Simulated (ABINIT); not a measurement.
A run of ABINIT 10.8.3 (patched build):

File run.abi:

```
# Datasets: ground state, then fixed potential
ndtset 2

# Pseudopotentials
pp_dirpath "./"
pseudos "W.GGA_PBE-JTH.xml"

# Structure
acell 2.8708535316 2.8708535316 2.8708535316 Angstrom
rprim
     0.0000000000     0.7071067812     0.7071067812
     0.7071067812     0.0000000000     0.7071067812
     0.7071067812     0.7071067812     0.0000000000
ntypat 1
znucl 74
natom 1
typat 1
xred
     0.0000000000     0.0000000000     0.0000000000

# Plane-wave basis
ecut 19.0
pawecutdg 38.0
pawxcdev 0

# Exchange and correlation
ixc -116133

# Bands and occupations
occopt 3
tsmear 0.05 eV

# SCF cycle
nstep 100

# Output
iomode 3
prtwf 0
prteig 0
prtebands 0
prtden1 1

# Dataset 1
kptopt1 1
ngkpt1 11 11 11
nshiftk1 1
shiftk1 0.0 0.0 0.0
nband1 11
tolvrs1 1.0e-9

# Dataset 2: bands along G-X-W-K-G-L-U-W-L-K
iscf2 -2
getden2 1
nband2 17
nbdbuf2 4
tolwfr2 1.0e-11
kptopt2 -9
ndivsm2 8
prteig2 1
prtvol2 -3
kptbounds2
     0.0000000000     0.0000000000     0.0000000000
     0.5000000000     0.0000000000     0.5000000000
     0.5000000000     0.2500000000     0.7500000000
     0.3750000000     0.3750000000     0.7500000000
     0.0000000000     0.0000000000     0.0000000000
     0.5000000000     0.5000000000     0.5000000000
     0.6250000000     0.2500000000     0.6250000000
     0.5000000000     0.2500000000     0.7500000000
     0.5000000000     0.5000000000     0.5000000000
     0.3750000000     0.3750000000     0.7500000000
```

Potentials or basis: JTH PAW PBE v2.0.

The run is started by

```bash
$ abinit run.abi > log 2>&1
```

Hardware: 1 thread of Arm Neoverse N1 (shared host).

Task: How long does it take, and how much memory?

Result: Wall time 45 s on 1 thread of Arm Neoverse N1 (shared host), peak memory 0.1 GiB. Counts: scf iterations 13, mpi ranks 1, k points 56, bands 11, plane waves 459.
